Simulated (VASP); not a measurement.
# Sn (I4_1/amd) in VASP: a series of runs

The runs below take Sn through single point, relaxation of cell and atoms, with PBE.

All numbers are computed with VASP 6.6.1; they aren't measurements. Logs are shortened: lines on timing, memory, paths and dates and some standing lists are left out, and cuts for length are marked.

## (1) The crystal as given

Symmetry: I4_1/amd, No. 141, tetragonal system. Conventional cell: a = 5.890 Å, b = 5.890 Å, c = 3.287 Å, α = 90.00°, β = 90.00°, γ = 90.00°. Around Sn (site symmetry -4m2) lie 6 Sn at 3.06 to 3.29 Å.

## (2) Single point, PBE

INCAR

```
SYSTEM = Sn
ALGO     = Normal         ! electronic algorithm
EDIFF    = 1E-6           ! SCF threshold, eV
ENCUT    = 520            ! plane-wave cutoff, eV
GGA      = PE             ! functional
ISIF     = 2              ! what is computed and relaxed
ISMEAR   = 0              ! smearing method
LASPH    = .True.         ! aspherical terms in the spheres
LCHARG   = .True.         ! write CHGCAR
LELF     = .True.         ! ELF
LREAL    = .False.        ! projectors in reciprocal space
LVHAR    = .True.       
LWAVE    = .False.        ! write WAVECAR
NBANDS   = 21             ! bands
NELM     = 100            ! most SCF steps
PREC     = Accurate       ! precision mode
SIGMA    = 0.05           ! smearing width, eV
```

KPOINTS

```
k-points
0
Gamma
  8 8 8
  0 0 0
```

POSCAR

```
Sn
1.0
   -2.9452280627      2.9452280627      1.6436435414
    2.9452280627     -2.9452280627      1.6436435414
    2.9452280627      2.9452280627     -1.6436435414
Sn
2
Direct
    0.7500000000      0.2500000000      0.5000000000
    0.0000000000      0.0000000000      0.0000000000
```

Potentials or basis: VASP PAW PBE potentials, release 64 (Sn_d).

Run with:

```
$ cat potpaw_PBE.64/Sn_d/POTCAR > POTCAR
$ mpirun -np 1 vasp_std > vasp.out
```

OUTCAR:

```text
SYSTEM = Sn
   EDIFF = 1E-6
   ENCUT = 520
   GGA = PE
   ISIF = 2
   ISMEAR = 0
   LASPH = .True.
   LREAL = .False.
   NELM = 100
   PREC = Accurate

 ion  position               nearest neighbor table
   1  0.750  0.250  0.500-   2 3.06   2 3.06   2 3.06   2 3.06
   2  0.000  0.000  0.000-   1 3.06   1 3.06   1 3.06   1 3.06

  LATTYP: Found a body centered tetragonal cell.
 ALAT       =     5.8904561254
 C/A-ratio  =     0.5580700395

  Lattice vectors:

 A1 = (  -2.9452280627,   2.9452280627,   1.6436435414)
 A2 = (   2.9452280627,  -2.9452280627,   1.6436435414)
 A3 = (   2.9452280627,   2.9452280627,  -1.6436435414)

Analysis of symmetry for initial positions (statically):
=====================================================================
 Subroutine PRICEL returns:
 Original cell was already a primitive cell.

 Routine SETGRP: Setting up the symmetry group for a
 body centered tetragonal supercell.

 Subroutine GETGRP returns: Found 16 space group operations
 (whereof  8 operations were pure point group operations)
 out of a pool of 16 trial point group operations.

The static configuration has the point symmetry D_2d.
 The point group associated with its full space group is D_4h.

Analysis of symmetry for dynamics (positions and initial velocities):
=====================================================================
 Subroutine PRICEL returns:
 Original cell was already a primitive cell.

 Routine SETGRP: Setting up the symmetry group for a
 body centered tetragonal supercell.

 Subroutine GETGRP returns: Found 16 space group operations
 (whereof  8 operations were pure point group operations)
 out of a pool of 16 trial point group operations.

The dynamic configuration has the point symmetry D_2d.
 The point group associated with its full space group is D_4h.

 Subroutine INISYM returns: Found 16 space group operations
 (whereof  8 operations are pure point group operations),
 and found     1 'primitive' translations

----------------------------------------------------------------------------------------

                                     Primitive cell

  volume of cell :      57.0303

  direct lattice vectors                    reciprocal lattice vectors
    -2.945228063  2.945228063  1.643643541     0.000000000  0.169766140  0.304202211
     2.945228063 -2.945228063  1.643643541     0.169766140  0.000000000  0.304202211
     2.945228063  2.945228063 -1.643643541     0.169766140  0.169766140  0.000000000

  length of vectors
     4.477756221  4.477756221  4.477756221     0.348366944  0.348366944  0.240085578

  position of ions in fractional coordinates (direct lattice)
     0.750000000  0.250000000  0.500000000
     0.000000000  0.000000000  0.000000000

  ion indices of the primitive-cell ions
   primitive index   ion index
                 1           1
                 2           2

----------------------------------------------------------------------------------------

 KPOINTS: k-points

Automatic generation of k-mesh.
 Grid dimensions read from file:
 generate k-points for:    8    8    8

 Generating k-lattice:

  Cartesian coordinates                     Fractional coordinates (reciprocal lattice)
     0.000000000  0.021220768  0.038025276     0.125000000  0.000000000 -0.000000000
     0.021220768  0.000000000  0.038025276     0.000000000  0.125000000 -0.000000000
     0.021220768  0.021220768  0.000000000     0.000000000  0.000000000  0.125000000

  Length of vectors
     0.043545868  0.043545868  0.030010697

  Shift w.r.t. Gamma in fractional coordinates (k-lattice)
     0.000000000  0.000000000  0.000000000

 Subroutine IBZKPT returns following result:
 ===========================================

 Found     59 irreducible k-points:

 Following reciprocal coordinates:
            Coordinates               Weight
  0.000000  0.000000  0.000000      1.000000
  0.125000 -0.000000  0.000000      8.000000
  0.250000 -0.000000  0.000000      8.000000
  0.375000  0.000000  0.000000      8.000000
  0.500000 -0.000000  0.000000      4.000000
  0.125000  0.125000  0.000000      8.000000
[... 16 lines left out ...]
  0.250000  0.125000  0.125000     16.000000
  0.375000  0.125000  0.125000      8.000000
 [... further k-points ...]
   k-points           NKPTS =     59   k-points in BZ     NKDIM =     59   number of bands    NBANDS=     21
   number of dos      NEDOS =    301   number of ions     NIONS =      2
   total plane-waves  NPLWV =  46656
   dimension x,y,z NGX =    36 NGY =   36 NGZ =   36
   dimension x,y,z NGXF=    72 NGYF=   72 NGZF=   72
   ions per type =               2
   NGX,Y,Z   is equivalent  to a cutoff of  13.37, 13.37, 13.37 a.u.
   NGXF,Y,Z  is equivalent  to a cutoff of  26.73, 26.73, 26.73 a.u.
 SYSTEM =  Sn
   PREC   = accura    normal or accurate (medium, high low for compatibility)
   ISTART =      0    job   : 0-new  1-cont  2-samecut
   ICHARG =      2    charge: 1-file 2-atom 10-const
   ISPIN  =      1    spin polarized calculation?
   LNONCOLLINEAR =      F non collinear calculations
   LSORBIT =      F    spin-orbit coupling
   LASPH  =      T    aspherical Exc in radial PAW
   ENCUT  =  520.0 eV  38.22 Ry    6.18 a.u.   8.33  8.33  8.33*2*pi/ulx,y,z
   NELM   =    100;   NELMIN=  2; NELMDL= -5     # of ELM steps
   EDIFF  = 0.1E-05   stopping-criterion for ELM
   LREAL  =      F    real-space projection
   EDIFFG = 0.1E-04   stopping-criterion for IOM
   NSW    =      0    number of steps for IOM
   IBRION =     -1    ionic relax: 0-MD 1-quasi-New 2-CG
   NFREE  =      0    steps in history (QN), initial steepest desc. (CG)
   ISIF   =      2    stress and relaxation
   ISYM   =      2    0-nonsym 1-usesym 2-fastsym
   POTIM  = 0.5000    time-step for ionic-motion
   TEBEG  =    0.0;   TEEND  =   0.0 temperature during run
   PSTRESS=    0.0 pullay stress
   NELECT =      28.0000    total number of electrons
   NUPDOWN=      -1.0000    fix difference up-down
   EMIN   =  10.00;   EMAX   =-10.00  energy-range for DOS
   EFERMI =   0.00;   METHOD = LEGACY
   ISMEAR =     0;   SIGMA  =   0.05  broadening in eV -4-tet -1-fermi 0-gaus
   EFERMI_NEDOS =   21; number of points for ismear=-14 and -15
   IALGO  =     38    algorithm
   IMIX   =      4    mixing-type and parameters
     AMIX     =   0.40;   BMIX     =  1.00
     AMIX_MAG =   1.60;   BMIX_MAG =  1.00
  volume/ion in A,a.u.               =      28.52       192.43
  Fermi-wavevector in a.u.,A,eV,Ry     =   1.291494  2.440570 22.693924  1.667956
  Thomas-Fermi vector in A             =   2.423260
   LORBIT       =      0    0 simple, 1 ext, 2 COOP (PROOUT), +10 PAW based schemes
   GGA     = PE    functional components
   LHFCALC =     F    Hartree Fock is set to
   AEXX    =    0.0000 exact exchange contribution
   IVDW    =     0    specifies the selected vdW correction
   LEPSILON=     F    determine dielectric tensor
   LRPA    =     F    only Hartree local field effects (RPA)
 non-spin polarized calculation
 Gauss-broadening in eV      SIGMA  =   0.05
  energy-cutoff  :      520.00
  volume of cell :       57.03
 maximum number of plane-waves:      1556
 NGX is ok and might be reduce to    36
   NGX = 17   NGY = 17   NGZ = 17

 number of electron      27.9999994 magnetization

 Free energy of the ion-electron system (eV)
  ---------------------------------------------------
  ext. energy  EPLUGINS =         0.00000000
  ---------------------------------------------------
  free energy    TOTEN  =        -7.60217287 eV

  energy without entropy =       -7.60083207  energy(sigma->0) =       -7.60150247

 E-fermi :   7.3850     XC(G=0): -10.0735

 val. band max:        7.2321326203   @ k =   0.3750   0.3750   0.0000
 cond. band min:       7.3982535922   @ k =  -0.3750   0.1250   0.0000
 fundamental gap:      0.1661209719
 Fermi energy:         7.3849742480

 k-point     1 :       0.0000    0.0000    0.0000
  band No.  band energies     occupation
      1     -14.2242      2.00000
      2     -14.1279      2.00000
      3     -14.1088      2.00000
      4     -14.0775      2.00000
      5     -13.9747      2.00000
      6     -13.9747      2.00000
[... 13 lines left out ...]
     20      17.2370      0.00000
     21      17.6920      0.00000

 k-point     2 :       0.1250   -0.0000    0.0000
  band No.  band energies     occupation
      1     -14.2156      2.00000
      2     -14.1068      2.00000
      3     -14.0995      2.00000
      4     -14.0549      2.00000
      5     -13.9886      2.00000
      6     -13.9821      2.00000
[... 13 lines left out ...]
     20      15.7995      0.00000
     21      16.0386      0.00000

 k-point     3 :       0.2500   -0.0000    0.0000
  band No.  band energies     occupation
      1     -14.1934      2.00000
      2     -14.0773      2.00000
      3     -14.0693      2.00000
      4     -14.0370      2.00000
      5     -14.0139      2.00000
      6     -13.9819      2.00000
[... 13 lines left out ...]
     20      14.4161      0.00000
     21      16.0194      0.00000

 k-point     4 :       0.3750    0.0000    0.0000
  band No.  band energies     occupation
      1     -14.1699      2.00000
      2     -14.0685      2.00000
      3     -14.0661      2.00000
      4     -14.0498      2.00000
      5     -14.0213      2.00000
      6     -13.9993      2.00000
[... 13 lines left out ...]
     20      14.7102      0.00000
     21      17.2283      0.00000

 k-point     5 :       0.5000   -0.0000    0.0000
  band No.  band energies     occupation
      1     -14.1572      2.00000
      2     -14.0907      2.00000
      3     -14.0701      2.00000
      4     -14.0434      2.00000
      5     -14.0123      2.00000
      6     -14.0070      2.00000
[... 13 lines left out ...]
     20      16.8577      0.00000
     21      17.2031      0.00000
[... 382 lines left out ...]
     20      16.2784      0.00000
     21      18.1327      0.00000

 k-point    22 :       0.1250    0.1250    0.1250
  band No.  band energies     occupation
      1     -14.1800      2.00000
      2     -14.0829      2.00000
      3     -14.0637      2.00000
      4     -14.0420      2.00000
      5     -14.0233      2.00000
      6     -13.9736      2.00000
[... 13 lines left out ...]
     20      14.7772      0.00000
     21      14.8403      0.00000

 k-point    23 :       0.2500    0.1250    0.1250
  band No.  band energies     occupation
      1     -14.1667      2.00000
      2     -14.0846      2.00000
      3     -14.0636      2.00000
      4     -14.0410      2.00000
      5     -14.0297      2.00000
      6     -13.9735      2.00000
[... 13 lines left out ...]
     20      14.6428      0.00000
     21      16.1132      0.00000

 k-point    24 :       0.3750    0.1250    0.1250
  band No.  band energies     occupation
      1     -14.1594      2.00000
      2     -14.0996      2.00000
      3     -14.0753      2.00000
      4     -14.0383      2.00000
      5     -14.0221      2.00000
      6     -13.9653      2.00000
[... 13 lines left out ...]
     20      15.4034      0.00000
     21      15.5410      0.00000

 [... further k-points ...]

------------------------ aborting loop because EDIFF is reached ----------------------------------------

  FORCE on cell =-STRESS in cart. coord.  units (eV):
  Direction    XX          YY          ZZ          XY          YZ          ZX
  --------------------------------------------------------------------------------------
  -------------------------------------------------------------------------------------
  Total       -0.1119075     -0.1119075      0.0448415      0.0000000     -0.0000000      0.0000000
  in kB       -3.1438671     -3.1438671      1.2597520      0.0000000     -0.0000000      0.0000000
  external PRESSURE =      -1.6759940 kB  Pullay stress =       0.0000000 kB

 VOLUME and BASIS-vectors are now :
 -----------------------------------------------------------------------------
  energy-cutoff  :      520.00
  volume of cell :       57.03
      direct lattice vectors                 reciprocal lattice vectors
    -2.945228063  2.945228063  1.643643541     0.000000000  0.169766140  0.304202211
     2.945228063 -2.945228063  1.643643541     0.169766140  0.000000000  0.304202211
     2.945228063  2.945228063 -1.643643541     0.169766140  0.169766140  0.000000000

 POSITION                                       TOTAL-FORCE (eV/Angst)
 -----------------------------------------------------------------------------------
      0.00000      2.94523      0.82182        -0.000000     -0.000000      0.000000
      0.00000      0.00000      0.00000         0.000000      0.000000     -0.000000
 -----------------------------------------------------------------------------------
    total drift:                               -0.000000      0.000000     -0.000000

  FREE ENERGIE OF THE ION-ELECTRON SYSTEM (eV)
  ---------------------------------------------------
  free  energy   TOTEN  =        -7.6021728711 eV

  energy  without entropy=       -7.6008320748  energy(sigma->0) =       -7.60150247
```

Run time: 74 s. Hardware: 1 thread of Intel Xeon Platinum 8375C at 2.90GHz (Ice Lake), shared host; peak memory 0.21 GiB.

What came out:

| Item | Value |
| --- | --- |
| Free energy | -7.6022 eV |
| Pressure | -0.2 GPa |
| Band gap on the k mesh | none (metal or under the smearing width) |

Stress tensor (GPa, compression positive):
```
-0.31  0.00  0.00
 0.00 -0.31  0.00
 0.00  0.00  0.13
```

Levels at points of the mesh, in eV from the Fermi level:
```tsv
k point	band 10	band 11	band 12	band 13	band 14	band 15	band 16	band 17	band 18	band 19
(0.00, 0.00, 0.00)	-21.16	-10.78	-3.55	-1.77	-1.77	3.12	6.15	6.15	6.16	6.26
(0.50, 0.00, 0.00)	-21.23	-6.98	-5.34	-2.30	-1.51	-1.16	2.25	2.76	4.50	7.16
(0.50, 0.50, 0.00)	-21.28	-8.60	-8.60	0.70	0.70	1.66	1.66	5.45	5.45	8.89
(0.50, 0.50, 0.50)	-21.34	-7.33	-7.33	-4.52	-4.52	4.45	4.45	9.19	9.19	12.41
```

## (3) Relaxation of cell and atoms, PBE

This run uses another cell than the first one, of 27.05 Å³/atom, 0.949 times its volume.

INCAR

```
SYSTEM = Sn
PREC = Accurate
ENCUT = 600
EDIFF = 1E-7
ISMEAR = 0
SIGMA = 0.05
LREAL = .FALSE.
LASPH = .TRUE.
NELM = 100
ALGO = Fast
ISIF = 3
LWAVE = .FALSE.
LCHARG = .FALSE.
GGA = PE
IBRION = 2
NSW = 80
EDIFFG = -0.03
```

KPOINTS

```
regular mesh
0
G
  8 8 8
  0 0 0
```

POSCAR

```
Sn
1.0
   -2.9159000000      2.9159000000      1.5909500000
    2.9159000000     -2.9159000000      1.5909500000
    2.9159000000      2.9159000000     -1.5909500000
Sn
2
Direct
    0.7500000000      0.2500000000      0.5000000000
    0.0000000000      0.0000000000      0.0000000000
```

Potentials or basis: VASP PAW PBE potentials, release 64 (Sn_d).

Run with:

```
$ cat potpaw_PBE.64/Sn_d/POTCAR > POTCAR
$ mpirun -np 1 vasp_std > vasp.out
```

Wall time 5.6 min (1 thread of Intel Xeon Platinum 8375C at 2.90GHz (Ice Lake), shared host); peak memory 0.24 GiB.

Results (log left out):

| Item | Value |
| --- | --- |
| Free energy | -7.6021 eV |
| Relaxed volume | 28.42 Å³/atom |
| Relaxed cell | a = 4.467 Å, b = 4.467 Å, c = 4.467 Å, α = 97.83°, β = 97.83°, γ = 136.68° |
| Space group after relaxing (to 0.05 Å) | I4_1/amd (No. 141) |
| Energy gained by relaxing | 13.3 meV/atom |
| Ionic steps | 5 |
| Pressure after relaxing | 0.1 GPa |
| Band gap on the k mesh | none (metal or under the smearing width) |

Stress tensor (GPa, compression positive):
```
0.12 0.00 0.00
0.00 0.12 0.00
0.00 0.00 0.02
```

The path:
| step | energy change (eV) | largest force (eV/Å) | pressure (GPa) | volume (Å³) |
| --- | --- | --- | --- | --- |
| 1 | 0.0000 | 0.0000 | 2.59 | 54.11 |
| 2 | -0.0233 | 0.0000 | -0.63 | 57.60 |
| 3 | -0.0243 | 0.0000 | -0.15 | 56.98 |
| 4 | -0.0260 | 0.0000 | -0.05 | 56.91 |
| 5 | -0.0265 | 0.0000 | 0.09 | 56.84 |

Final structure:
```xyz
2
Lattice="-2.9357 2.9357 1.6487 2.9357 -2.9357 1.6487 2.9357 2.9357 -1.6487" Properties=species:S:1:pos:R:3 pbc="T T T"
Sn    0.0000    2.9357    0.8244
Sn    0.0000    0.0000    0.0000
```

Levels at points of the mesh, in eV from the Fermi level:
```
           k point  band 10  band 11  band 12  band 13  band 14  band 15  band 16  band 17  band 18
(0.00, 0.00, 0.00)   -21.13   -10.78    -3.46    -1.73    -1.73     3.17     6.17     6.23     6.23
(0.50, 0.00, 0.00)   -21.20    -7.00    -5.35    -2.26    -1.47    -1.17     2.27     2.80     4.56
(0.50, 0.50, 0.00)   -21.25    -8.58    -8.58     0.75     0.75     1.74     1.74     5.40     5.40
(0.50, 0.50, 0.50)   -21.32    -7.29    -7.29    -4.51    -4.51     4.38     4.38     9.33     9.33
```
